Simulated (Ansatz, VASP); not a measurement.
# SiC (SiC strained to the junction's net) in two plane-wave programs

Aim: how closely do two programs agree when they are given the same cell, functional and k mesh? The cell is generated by rule, not measured, and may not be a known phase. The structure shown is the end of the Ansatz relaxation below.

Calculated with Ansatz 0.2.0; plane waves, with VASP 6.6.1 beside it; single point at PBE.

### Step 1. Starting point

It takes space group R3m (No. 160, trigonal). Conventional cell: a = 3.130 Å, b = 3.130 Å, c = 7.570 Å, α = 90.00°, β = 90.00°, γ = 120.00°. Nearest to Si lie 4 C at 1.90 to 1.91 Å. Nearest to C lie 4 Si at 1.90 to 1.91 Å. Farther neighbours are not listed.

### Step 2. Ansatz: relaxation, PBE

Ansatz runs on its default PAW (the set named soft_2) files.

This run makes the geometry at which the two programs are then compared.

Input file input.yaml:

```yaml
crystal:
  lattice:
    - [3.13, 0.0, 0.0]
    - [-1.565, 2.7106595138, 0.0]
    - [0.0, 0.0, 7.5300182867]
  atoms:
    - { symbol: Si, position: [0.0, 0.0, 0.0] }
    - { symbol: C, position: [0.0, 0.0, 0.25] }
    - { symbol: Si, position: [0.3333333333, 0.6666666667, 0.3333333333] }
    - { symbol: C, position: [0.3333333333, 0.6666666667, 0.5833333333] }
    - { symbol: Si, position: [0.6666666667, 0.3333333333, 0.6666666667] }
    - { symbol: C, position: [0.6666666667, 0.3333333333, 0.9166666667] }
kpoints:
  mp_grid: { grid: [12, 12, 4] }
scf:
  occupations: { method: fermi_dirac, width: 0.1 }
  max_iter: 150
hamiltonian:
  xc: pbe
relax:
  f_tol: 0.01
  max_steps: 40
  cell: { fix: [a, b, angles] }
```

Launch:

```
$ ansatz run input.yaml --threads 4 --pin off --max-ram 16384MiB --backend cpu --events-out ev --progress --plain --runs-dir out
```

Numbers of over 12 decimals in the logs are rounded to 6 here.

The log of the run:

```text
Engine: ansatz 0.2.0, aarch64-unknown-linux-gnu
Pseudopotentials: kind: paw
Pseudopotential: Si, paw, valence charge 4, recommended cutoff 420 eV (normal), Si.paw.azcp
Pseudopotential: C, paw, valence charge 4, recommended cutoff 420 eV (normal), C.paw.azcp
Functional definition: PBE
  parameter kappa = 0.804
  parameter beta = 0.066725
  exchange = pbe_x(kappa = kappa, mu = beta*pi^2/3)
  correlation = pbe_c(beta = beta)
Crystal: 6 atoms, lattice volume = 63.887 Å³
Basis set: ecut = 420 eV, 1249 PW (Γ), exchange–correlation on 48×48×108 points (8 copies of the dense FFT grid, shifted against one another)
Bands: 18, of which v1, the nominal top of the filled ones, is band 12 counted from 1 (11 counted from 0)
Symmetry: 18 space group operations
Space group: R3m (ITA 160), of the structure as read, at distance tolerance 4.0e-5 Å
k-points: 69 of 576 (time reversal used)
Non-local potential: Si, projectors of the file, l = 0: 2, l = 1: 2, l = 2: 2
Non-local potential: C, projectors of the file, l = 0: 2, l = 1: 2, l = 2: 1
PAW form: soft (Blöchl's): semilocal exchange-correlation on the pseudo side does not see the compensation charge
PAW one-centre angular grid: Si, 110 points (default); XC on 64 Gauss nodes
PAW one-centre angular grid: C, 110 points (default); XC on 64 Gauss nodes
Initial density: superposition of atomic densities (neutral atoms: chi_scale 0, normalization atom), corrected by the library's trained network
Initial wavefunctions: pseudopotential atomic-orbital guess
Functional: x = pbe(κ = 0.804, μ = 0.219515), c = pbe(β = 0.066725)
SCF iter   1: F=—  HF=-2661.450755 eV  |F-HF|=—  |Δ(HF+E_count)|=         —  Δρ=2.50e-3  dr2=4.37e-3  ethr=1.77e-3  ⟨swp⟩=5.8  Hψ=7135  notcnv=0
preconditioner: auto → none  [insulator: Δε(μ)=1.293 eV  Ē_g=11.748 eV  σ=0.100 eV  W_gap=1.00  n_scr=4 (ndim 8)  ℏωp=22.8 eV  f_vac=0.000  D(μ)=0.00/eV (n_scr^D=0)  ε∞_Penn≈4.8]
SCF iter   2: F=—  HF=-2661.450640 eV  |F-HF|=—  |Δ(HF+E_count)|=   1.14e-4  Δρ=5.61e-4  dr2=6.53e-5  ethr=1.82e-5  ⟨swp⟩=2.3  Hψ=2602  notcnv=0
SCF iter   3: F=—  HF=-2661.450788 eV  |F-HF|=—  |Δ(HF+E_count)|=   1.48e-4  Δρ=2.61e-4  dr2=1.34e-5  ethr=2.72e-7  ⟨swp⟩=2.7  Hψ=1977  notcnv=0
iter 4 did not close the SCF: its close was put off for the readings that it lacked (scf_convergence_deferred on its scf_iter line)
SCF iter   4: F=-2661.450835 eV  HF=-2661.450835 eV  |F-HF|=2.03e-7  |Δ(HF+E_count)|=   4.70e-5  Δρ=1.40e-5  dr2=5.47e-8  ethr=5.56e-8  ⟨swp⟩=2.0  Hψ=1942  notcnv=0
iter 5 did not close the SCF: its close was put off for the readings that it lacked (scf_convergence_deferred on its scf_iter line)
SCF iter   5: F=-2661.450835 eV  HF=-2661.450835 eV  |F-HF|=9.85e-10  |Δ(HF+E_count)|=   2.30e-7  Δρ=1.55e-6  dr2=1.00e-9  ethr=2.28e-10  ⟨swp⟩=2.0  Hψ=1982  notcnv=0
SCF iter   6: F=-2661.450835 eV  HF=-2661.450835 eV  |F-HF|=2.73e-11  |Δ(HF+E_count)|=   1.17e-9  Δρ=2.57e-7  dr2=2.71e-11  ethr=4.17e-12  ⟨swp⟩=1.3  Hψ=3489  notcnv=0
SCF 1 converged in 6 iterations: F = -2661.450835 eV  dr2 = 2.71e-11
  greatest PAW one-centre occupation: 0.642 electrons in one spin orbital (limit 2), on the C atom at site 5 (counted from 0), in its partial waves of l = 0
relax step   1: F+E_penalty+E_count = -2661.45083528 eV  Δ(F+E_penalty+E_count) = +0.000e0 eV  max|allowed force component| = 1.587e-1 eV/Å  Δτ_max = 0.0000 Å  P = -2.769 GPa  Ω = 63.887 Å³  fix = [a, b, alpha, beta, gamma]  reactions: a -5.850, b -5.850 GPa  (6 SCF iters, dr2 threshold 1.00e-7 eV, accepted)
[...]
relax step   3: F+E_penalty+E_count = -2661.45490844 eV  Δ(F+E_penalty+E_count) = -1.232e-3 eV  max|allowed force component| = 4.503e-2 eV/Å  Δτ_max = 0.0018 Å  P = -3.928 GPa  Ω = 64.234 Å³  energy of the carried Pulay correction = -6.056e-4 eV  fix = [a, b, alpha, beta, gamma]  reactions: a -5.934, b -5.934 GPa  (6 SCF iters, dr2 threshold 6.00e-7 eV, accepted)
[...]
relax step   4: F+E_penalty+E_count = -2661.45508224 eV  Δ(F+E_penalty+E_count) = -1.738e-4 eV  max|allowed force component| = 3.454e-3 eV/Å  Δτ_max = 0.0011 Å  P = -3.924 GPa  Ω = 64.230 Å³  energy of the carried Pulay correction = -5.979e-4 eV  fix = [a, b, alpha, beta, gamma]  reactions: a -5.868, b -5.868 GPa  (6 SCF iters, dr2 threshold 1.27e-7 eV, accepted)
[...]
relax step   5: F+E_penalty+E_count = -2661.45569892 eV  Δ(F+E_penalty+E_count) = -6.167e-4 eV  max|allowed force component| = 3.473e-3 eV/Å  Δτ_max = 0.0000 Å  P = -3.908 GPa  Ω = 64.230 Å³  fix = [a, b, alpha, beta, gamma]  reactions: a -5.860, b -5.860 GPa  stress off target by 3.70e-3 GPa on what of the cell is left free  SCF on the basis re-selected at this cell (its energy is not comparable with the rows above)  (8 SCF iters)
basis re-selected at this cell: Δ(F+E_penalty+E_count) = -6.167e-4 eV, ΔP = +0.016 GPa vs the last step (what re-selecting the basis moved, of the pressure what is left beyond the Pulay correction that the steps carried, after the strain that the cell walked since its last selection, with what the two solves' SCF thresholds leave and, on support functions, any second-order correction that the steps lacked; it is no m [...]
SCF converged after 8 iterations
Free energy (F): -2661.455699 eV
Harris-Foulkes:  -2661.455699 eV  (|F-HF|=4.55e-13)
Internal energy: -2661.455645 eV  (E = F + TS)
E sigma→0 (E₀):  -2661.455672 eV
Entropy (-TS):   -0.000054 eV (-0.009 meV/atom)
Fermi energy:    9.845764 eV
--- Per-component energies (eV) ---
  E_band       = 78.020619
  E_kinetic    = 401.698996
  E_local      = -319.479565  (includes V_loc(G=0)·N_el)
  E_nonlocal   = 154.313403
  E_hartree    = 97.189972
  E_xc         = -314.696656
  E_vxc        = -325.747184  (∫ρ·V_xc dr)
  E_paw        = -1835.796620  (= ΣΔE_a)
  E_vpaw       = -27.145012  (= ΣTr[D̂ρ^β])
  E_aug_tail   = 0.000037  (compensation charges beyond the density's cutoff)
  E_ewald      = -844.685212
  E_smearing   = -0.000054  (= −TS)
  E_closure    = 0.000000  (closes the sum)
  Σ components = -2661.455699   (vs F -2661.455699, Δ=0.00e0)
--- Forces (eV/Å), atoms counted from 1 ---
  atom   1  Si     0.00000000     0.00000000    -0.00347252
  atom   2  C     -0.00000000    -0.00000000     0.00347251
  atom   3  Si     0.00000000     0.00000000    -0.00347252
  atom   4  C     -0.00000000    -0.00000000     0.00347251
  atom   5  Si     0.00000000     0.00000000    -0.00347252
  atom   6  C      0.00000000    -0.00000000     0.00347251
  max |Σ_I F_I| component: 4.43e-8 eV/Å
--- Stress (GPa, compression-positive) ---
       -5.860008      -0.000000       0.000000
        0.000000      -5.860008       0.000000
        0.000000       0.000000      -0.003698
  P = ⅓ Tr σ = -3.9079 GPa (-39.079 kbar)
--- Relaxed structure (4 steps of the walk, 4 accepted, 1 SCFs on fresh bases) ---
  F+E_penalty+E_count = -2661.45569892 eV   max|allowed force component| = 3.473e-3 eV/Å   (the final SCF, on the basis selected at the relaxed cell)
  cell:  # Å, volume = 64.2298 Å³
    - [3.130000, 0, 0]
    - [-1.565000, 2.710660, 0]
    - [0, 0, 7.570370]
  atoms:
    - { symbol: Si, position: [0, 0, -0.000359362] }
    - { symbol: C, position: [0, 0, 0.250359] }
    - { symbol: Si, position: [0.333333, 0.666667, 0.332974] }
    - { symbol: C, position: [0.333333, 0.666667, 0.583693] }
    - { symbol: Si, position: [0.666667, 0.333333, 0.666307] }
    - { symbol: C, position: [0.666667, 0.333333, 0.917026] }
```

The column dr2 measures how far the density is from self-consistency, as an energy; F and HF (Harris–Foulkes) agree once it is small.

### Step 3. VASP: single point, PBE

The same cell, functional, mesh and smearing now go to VASP, with its own data sets.

Lines of VASP's logs that name or quote its potential files are left out, and so is its time.

Input file INCAR:

```
SYSTEM = SiC
PREC = Accurate
ENCUT = 600
EDIFF = 1E-06
NELM = 120
ISMEAR = -1
SIGMA = 0.1
LREAL = .FALSE.
ALGO = Normal
GGA = PE
NBANDS = 18
LORBIT = 11
LWAVE = .FALSE.
LCHARG = .FALSE.
ISIF = 2
LASPH = .TRUE.
GGA_COMPAT = .FALSE.
EFERMI = MIDGAP
KPAR = 2
```

Input file POSCAR:

```
SiC
1.0
    3.1300000000      0.0000000000      0.0000000000
   -1.5650000000      2.7106595138      0.0000000000
    0.0000000000      0.0000000000      7.5703696352
Si C
3 3
Direct
    1.0000000000      0.0000000000      0.9996406378
    0.3333333333      0.6666666667      0.3329739712
    0.6666666667      0.3333333333      0.6663073045
    1.0000000000      0.0000000000      0.2503593622
    0.3333333333      0.6666666667      0.5836926955
    0.6666666667      0.3333333333      0.9170260288
```

Input file KPOINTS:

```
Automatic mesh
0
Gamma
12 12 4
0 0 0
```

Potentials, in the order of the species: Si and C (PBE family, release 64).

Launch:

```
$ mpirun -np 2 vasp_std
```

The log of the run:

```text
[banner, memory and clock lines left out]
running    2 mpi-ranks, on    1 nodes
 distrk:  each k-point on    1 cores,    2 groups
 distr:  one band on    1 cores,    1 groups

 POSCAR found type information on POSCAR SiC
 POSCAR found :  2 types and       6 ions
 LDA part: xc-table for (Slater+PW92), standard interpolation
 POSCAR, INCAR and KPOINTS ok, starting setup
 FFT: planning ... GRIDC
 FFT: planning ... GRID_SOFT
 FFT: planning ... GRID
 WAVECAR not read
 entering main loop
       N       E                     dE             d eps       ncg     rms          rms(c)
DAV:   1     0.649099510432E+02    0.64910E+02   -0.12264E+04  2484   0.132E+03
DAV:   2    -0.452932084317E+02   -0.11020E+03   -0.10623E+03  3230   0.210E+02
DAV:   3    -0.504015106230E+02   -0.51083E+01   -0.50940E+01  3368   0.457E+01
DAV:   4    -0.504472451117E+02   -0.45734E-01   -0.45693E-01  3498   0.481E+00
DAV:   5    -0.504477769293E+02   -0.53182E-03   -0.53162E-03  3388   0.483E-01    0.147E+01
DAV:   6    -0.452863960167E+02    0.51614E+01   -0.17266E+01  3102   0.205E+01    0.646E+00
DAV:   7    -0.451847849430E+02    0.10161E+00   -0.13484E+00  3562   0.618E+00    0.290E+00
DAV:   8    -0.451624774446E+02    0.22307E-01   -0.74046E-02  2858   0.165E+00    0.747E-01
DAV:   9    -0.451612417663E+02    0.12357E-02   -0.11431E-02  3122   0.659E-01    0.145E-01
DAV:  10    -0.451616280640E+02   -0.38630E-03   -0.96675E-04  3244   0.187E-01    0.611E-02
DAV:  11    -0.451616594786E+02   -0.31415E-04   -0.16119E-04  3226   0.827E-02    0.130E-02
DAV:  12    -0.451616611235E+02   -0.16449E-05   -0.55720E-06  3058   0.156E-02    0.391E-03
DAV:  13    -0.451616616930E+02   -0.56947E-06   -0.33108E-07  1894   0.408E-03
   1 F= -.45161662E+02 E0= -.45161635E+02  d E =-.542204E-04
```

From OUTCAR (step 3):

```text
ion  position               nearest neighbor table
   1  0.000  0.000  1.000-   4 1.90   6 1.91   6 1.91   6 1.91   3 3.10   3 3.10   3 3.10   2 3.10
                             2 3.10   2 3.10
   2  0.333  0.667  0.333-   5 1.90   4 1.91   4 1.91   4 1.91   3 3.10   3 3.10   3 3.10   1 3.10
                             1 3.10   1 3.10
   3  0.667  0.333  0.666-   6 1.90   5 1.91   5 1.91   5 1.91   2 3.10   1 3.10   2 3.10   1 3.10
                             1 3.10   2 3.10
   4  0.000  0.000  0.250-   1 1.90   2 1.91   2 1.91   2 1.91
   5  0.333  0.667  0.584-   2 1.90   3 1.91   3 1.91   3 1.91
   6  0.667  0.333  0.917-   3 1.90   1 1.91   1 1.91   1 1.91

  LATTYP: Found a hexagonal cell.
 ALAT       =     3.1300000000
 C/A-ratio  =     2.4186484458

 Subroutine GETGRP returns: Found  6 space group operations
 (whereof  6 operations were pure point group operations)

The static configuration has the point symmetry C_3v.

 Found     69 irreducible k-points:

   k-points           NKPTS =     69   k-points in BZ     NKDIM =     69   number of bands    NBANDS=     18

   dimension x,y,z NGX =    28 NGY =   28 NGZ =   60
   dimension x,y,z NGXF=    56 NGYF=   56 NGZF=  120

   ENCUT  =  600.0 eV  44.10 Ry    6.64 a.u.   6.25  6.25 15.12*2*pi/ulx,y,z

   NELECT =      24.0000    total number of electrons

 k-points in reciprocal lattice and weights: Automatic mesh
   0.00000000  0.00000000  0.00000000       0.002
   0.08333333  0.00000000  0.00000000       0.010
   0.16666667 -0.00000000  0.00000000       0.010
   0.25000000 -0.00000000  0.00000000       0.010
   0.33333333 -0.00000000  0.00000000       0.010
   0.41666667 -0.00000000  0.00000000       0.010
   0.50000000 -0.00000000  0.00000000       0.005
   0.08333333  0.08333333  0.00000000       0.010
   0.16666667  0.08333333  0.00000000       0.021
[...]
0.33333333  0.25000000  0.50000000       0.021
   0.33333333  0.33333333  0.50000000       0.003

 average (electrostatic) potential at core
       1 -80.8413       2 -80.8413       3 -80.8413       4 -45.2676       5 -45.2676
       6 -45.2676

 E-fermi :   8.5176

 k-point     1 :       0.0000    0.0000    0.0000
  band No.  band energies     occupation
    ...
      8       6.8193      2.00000
      9       6.8193      2.00000
     10       7.6918      1.99948
     11       7.6918      1.99948
     12       7.8010      1.99846
     13      12.9434      0.00000
     14      12.9434      0.00000
     15      13.5278      0.00000
     16      14.7167      0.00000
     17      14.7170      0.00000
    ...

 k-point     2 :       0.0833    0.0000    0.0000
  band No.  band energies     occupation
    ...
      8       6.5466      2.00000
      9       6.9546      2.00000
     10       7.0949      2.00000
     11       7.5370      1.99989
     12       7.7223      1.99930
     13      13.1149      0.00000
     14      13.3550      0.00000
     15      13.8432      0.00000
     16      14.7110      0.00000
     17      14.7176      0.00000
    ...

 k-point     3 :       0.1667   -0.0000    0.0000
  band No.  band energies     occupation
    ...
      8       5.7313      2.00000
      9       5.8638      2.00000
     10       6.8093      2.00000
     11       7.1598      2.00000
     12       7.4876      1.99993
     13      12.3313      0.00000
     14      13.6154      0.00000
     15      13.9073      0.00000
     16      14.9820      0.00000
     17      15.1407      0.00000
    ...

  Total       -2.4217980     -2.4217980     -0.0633964     -0.0000000      0.0000000      0.0000000
  in kB      -60.4104559    -60.4104559     -1.5813887     -0.0000000      0.0000000      0.0000000
  external PRESSURE =     -40.8007668 kB  Pullay stress =       0.0000000 kB

  energy-cutoff  :      600.00
  volume of cell :       64.23
      direct lattice vectors                 reciprocal lattice vectors
     3.130000000  0.000000000  0.000000000     0.319488818  0.184456955  0.000000000
    -1.565000000  2.710659514  0.000000000     0.000000000  0.368913910  0.000000000
     0.000000000  0.000000000  7.570369635     0.000000000  0.000000000  0.132093946

 POSITION                                       TOTAL-FORCE (eV/Angst)
 -----------------------------------------------------------------------------------
      0.00000      0.00000      7.56765         0.000000     -0.000000     -0.003372
     -0.00000      1.80711      2.52074         0.000000     -0.000000     -0.003372
      1.56500      0.90355      5.04419         0.000000      0.000000     -0.003372
      0.00000      0.00000      1.89531        -0.000000      0.000000      0.003372
     -0.00000      1.80711      4.41877        -0.000000      0.000000      0.003372
      1.56500      0.90355      6.94223         0.000000      0.000000      0.003372
 -----------------------------------------------------------------------------------
    total drift:                                0.000000     -0.000000      0.000086

  FREE ENERGIE OF THE ION-ELECTRON SYSTEM (eV)
  ---------------------------------------------------
  free  energy   TOTEN  =       -45.1616616930 eV

  energy  without entropy=      -45.1616074726  energy(sigma->0) =      -45.16163458

 total charge
# of ion       s       p       d       tot
------------------------------------------
    1        0.705   0.947   0.000   1.652
    2        0.705   0.947   0.000   1.652
    3        0.705   0.947   0.000   1.652
    4        0.832   1.677   0.000   2.510
    5        0.832   1.677   0.000   2.510
    6        0.832   1.677   0.000   2.510
--------------------------------------------------
tot          4.612   7.872   0.000  12.484

[... 3 further parts left out ...]
```

The run ends at a pressure of -4.08 GPa, with forces up to 0.0034 eV/Å.

### Step 4. Comparison

Known differences besides the potentials themselves: the cutoff is 420 eV in Ansatz and 600 eV in VASP; Ansatz's pressure holds a Pulay correction, VASP's none. Total energies have different zeros and are not compared.

The two programs side by side:

```
              quantity  Ansatz   VASP  difference
        pressure (GPa)   -3.91  -4.08       +0.17
gap on the k mesh (eV)   1.313  1.312      +0.002
```

A gap on the mesh is an upper bound, since the band edges may lie between its points.

### Step 5. Summary of results

```json
{"difference in gap on the k mesh (single point, PBE)": "0.0018 eV"}
```

**Reading.** The difference in gap on the k mesh is 0.0018 eV (single point, PBE), within the 0.08 eV picked in this series as the mark of a large difference. 1 further run of this series is not shown here. How closely two codes agree says nothing of how well the functional describes the real material.

[Lines on the potential files, build, host, timing and source positions are cut from VASP's logs without a mark.]

[Logs are printed without paths, hosts, clocks, repeated set-up lines and the standing remarks that a program may print on its own settings, such as how far it seeks lower states.]

[Hosts, paths, dates, database ids (printed as entryN), source tags and the programs' standing remarks are cut or masked in the printed files.]
